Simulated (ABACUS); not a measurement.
A run of ABACUS 3.10.1 is set up as follows.

File INPUT:

```
INPUT_PARAMETERS
suffix              Fe2O3
calculation         scf
basis_type          pw
pseudo_dir          ./
symmetry            1
dft_functional      pbe
ecutwfc             90
pseudo_rcut         10
nspin               2
nbands              66
ks_solver           dav
smearing_method     fd
smearing_sigma      0.00367493
scf_thr             1e-08
scf_nmax            100
mixing_type         broyden
mixing_beta         0.4
cal_force           1
cal_stress          1
kpar                4
```

Contents of STRU:

```
ATOMIC_SPECIES
Fe 55.8450 Fe.upf
O 15.9990 O.upf

LATTICE_CONSTANT
1.8897261246

LATTICE_VECTORS
2.5190000000 1.4543453281 4.5906666667
-2.5190000000 1.4543453281 4.5906666667
0.0000000000 -2.9086906562 4.5906666667

ATOMIC_POSITIONS
Direct

Fe
0.0
4
0.3553000000 0.3553000000 0.3553000000 1 1 1 mag 3
0.1447000000 0.1447000000 0.1447000000 1 1 1 mag 3
0.6447000000 0.6447000000 0.6447000000 1 1 1 mag 3
0.8553000000 0.8553000000 0.8553000000 1 1 1 mag 3

O
0.0
6
0.5559000000 0.2500000000 0.9441000000 1 1 1 mag 0
0.2500000000 0.9441000000 0.5559000000 1 1 1 mag 0
0.9441000000 0.5559000000 0.2500000000 1 1 1 mag 0
0.4441000000 0.7500000000 0.0559000000 1 1 1 mag 0
0.7500000000 0.0559000000 0.4441000000 1 1 1 mag 0
0.0559000000 0.4441000000 0.7500000000 1 1 1 mag 0
```

File KPT:

```
K_POINTS
0
Gamma
7 7 7 0 0 0
```

Potentials or basis: PseudoDojo NC SR 0.4.1 PBE standard, plane waves.

Command:

```sh
$ OMP_NUM_THREADS=1 mpirun -np 4 abacus > log
```

(1) Estimate the net moment.

(2) Predict the pressure.

(3) Predict the absolute moment.

Results:

(1) 16.67 μB per cell.

(2) 2.0 GPa.

(3) 16.67 μB per cell.
